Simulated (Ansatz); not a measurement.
LiI:
```yaml
crystal:
  lattice:
    - [0.00000, 2.95111, 2.95111]
    - [2.95111, 0.00000, 2.95111]
    - [2.95111, 2.95111, 0.00000]
  atoms:
    - { symbol: Li, position: [0.00000, 0.00000, 0.00000] }
    - { symbol: I, position: [0.50000, 0.50000, 0.50000] }
```

Relaxed with PBEsol. Special points in fractions of this cell's reciprocal vectors: Γ (0.000, 0.000, 0.000); X (0.500, 0.000, 0.500); U (0.625, 0.250, 0.625); K (0.375, 0.375, 0.750); L (0.500, 0.500, 0.500); W (0.500, 0.250, 0.750).

### Question
List the band energies nearest the valence-band maximum at these points for DFT-PBEsol in the program Ansatz with PAW potentials.

### Answer
In eV from the valence-band maximum; about four levels below and three above (degenerate sets whole), none deeper than 8.9 eV; points with the same levels are listed once.

```csv
k,below,above
Γ,-0.01 -0.01 -0.01,4.34 8.24 8.24 8.24
X,-3.21 -1.35 -1.35,4.31 5.19 10.63 10.63
U,-2.81 -2.17 -1.04,4.78 7.06 8.44
L,-3.28 -0.32 -0.32,4.45 6.13 6.13
W,-2.45 -2.45 -1.42,6.19 6.75 7.94 7.94
```

Space group Fm-3m (rock salt). Symmetry was held in the PBEsol relaxation; of distortions, only those at the zone centre were tested. Spin–orbit coupling is left out wherever it is not named.

Potentials: the later of the program's two PAW sets.
